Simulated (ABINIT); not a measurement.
HfC:

```
Hf C
1.0
     0.00000    2.32500    2.32500
     2.32500    0.00000    2.32500
     2.32500    2.32500    0.00000
Hf C
1 1
Direct
  0.50000 0.50000 0.50000
  0.00000 0.00000 0.00000
```

Base run:

| Item | Value |
| --- | --- |
| Program | ABINIT 10.8.3 (patched build) |
| Functional | WC |
| Potentials or basis | JTH PAW PBE v2.0 |
| Cutoff | 544 eV |
| k mesh | 10 × 10 × 10 |
| Occupations | fermi-dirac, width 0.05 eV |
| Spin | spin-orbit coupling, no magnetisation |

Its results: band gap on the k mesh none (metal or under the smearing width); pressure -6.0 GPa.

Problem. After a change of settings the same cell gave: band gap on the k mesh none (metal or under the smearing width); pressure -0.2 GPa. Which change was it?
A. functional from WC to PBE
B. functional from WC to HCTH407; spin from spin-orbit coupling, no magnetisation to no spin polarisation
C. functional from WC to SOGGA; spin from spin-orbit coupling, no magnetisation to no spin polarisation

Solution. A.

PBE binds less tightly than WC, so the same cell stands under more pressure.

Caveats: the PAW data sets were made with another functional, which shifts forces and pressure a little (some runs).
